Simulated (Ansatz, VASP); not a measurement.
K: VASP beside Ansatz

```
CELL_PARAMETERS angstrom
-2.69272 2.69272 2.69272
2.69272 -2.69272 2.69272
2.69272 2.69272 -2.69272
ATOMIC_POSITIONS crystal
K 0.00000 0.00000 0.00000
```

Alike in both runs: task single point; functional PBE; k mesh 12 × 12 × 12; occupations gaussian, width 0.1 eV; no spin polarisation.

|  | VASP | Ansatz |
| --- | --- | --- |
| version | VASP 6.6.1 | Ansatz 0.2.0 |
| potentials or method | VASP PAW PBE potentials, release 64 (K_sv) | scalar-relativistic, plane waves, PAW |
| plane-wave cutoff (eV) | 520 | 420 |
| valence electrons in the cell | 9 | 9 |

```tsv
	VASP	Ansatz	Ansatz less VASP
gap on the k mesh at the Fermi level (eV)	none	none	-
pressure (GPa)	-0.2	-0.2	+0.01
```

A gap of «none» marks a metal or a gap that the smearing closes.
